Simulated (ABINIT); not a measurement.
## MoS2: band structure with SOGGA

MoS2:

```
Mo S
1.0
     3.22746    0.00000    0.00000
    -1.61373    2.79507    0.00000
     0.00000    0.00000    6.31247
Mo S
1 2
Cartesian
  0.0000 0.0000 3.1562
  1.6137 0.9317 4.7008
  0.0000 1.8634 1.6117
```

Measurements of this composition are mostly on another form, of space group No. 194.

```
Program                                         : ABINIT 10.8.3 (patched build)
Task                                            : band structure
Functional                                      : SOGGA
Potentials or basis                             : JTH PAW PBE v2.0
Cutoff                                          : 544 eV
k mesh                                          : 9 × 9 × 4
Occupations                                     : fermi-dirac, width 0.05 eV
Spin                                            : no spin polarisation
Fine-grid cutoff                                : 1088.46 eV
Exchange and correlation inside the PAW spheres : full angular mesh (pawxcdev 0, this build's default; the released program takes 1)
```

```json
{"Pressure": "-4.8 GPa", "Largest force": "0.035 eV/Å", "Band gap on the k mesh": "none (metal or under the smearing width)", "Valence electrons inside the program's atomic spheres": "Mo 11.21; S 3.54"}
```

Forces on the atoms (eV/Å):
```
Mo   0.000  0.000  0.000
S    0.000  0.000 -0.035
S    0.000  0.000  0.035
```

Stress tensor (GPa, compression positive):
```
-6.40  0.00  0.00
 0.00 -6.40  0.00
 0.00  0.00 -1.72
```

Levels at the corners of the path, in eV from the Fermi level:
| point | band 9 | band 10 | band 11 | band 12 | band 13 | band 14 | band 15 | band 16 | band 17 | band 18 |
| --- | --- | --- | --- | --- | --- | --- | --- | --- | --- | --- |
| Γ | -4.03 | -1.82 | -1.08 | -0.95 | -0.95 | -0.28 | -0.28 | 3.22 | 3.22 | 5.87 |
| M | -4.76 | -4.09 | -3.20 | -1.76 | -1.73 | 0.97 | 1.73 | 3.66 | 3.78 | 5.43 |
| K | -5.44 | -3.87 | -3.87 | -3.46 | 0.63 | 0.83 | 0.83 | 2.87 | 2.87 | 5.73 |
| Γ | -4.03 | -1.82 | -1.08 | -0.95 | -0.95 | -0.28 | -0.28 | 3.22 | 3.22 | 5.87 |
| A | -4.02 | -3.60 | -0.96 | -0.96 | -0.35 | -0.35 | -0.07 | 3.38 | 3.38 | 5.85 |
| L | -4.75 | -4.14 | -2.40 | -2.13 | -1.60 | 0.97 | 1.75 | 3.33 | 4.41 | 4.83 |
| H | -5.24 | -3.81 | -3.80 | -3.80 | 0.36 | 0.36 | 0.64 | 3.63 | 3.63 | 7.62 |
| A | -4.02 | -3.60 | -0.96 | -0.96 | -0.35 | -0.35 | -0.07 | 3.38 | 3.38 | 5.85 |

Run time: 2 min on 1 thread of Arm Neoverse V1, with other jobs on the host, peak memory 0.15 GiB.

Caveat: the PAW data sets were made with another functional, which shifts forces and pressure a little.
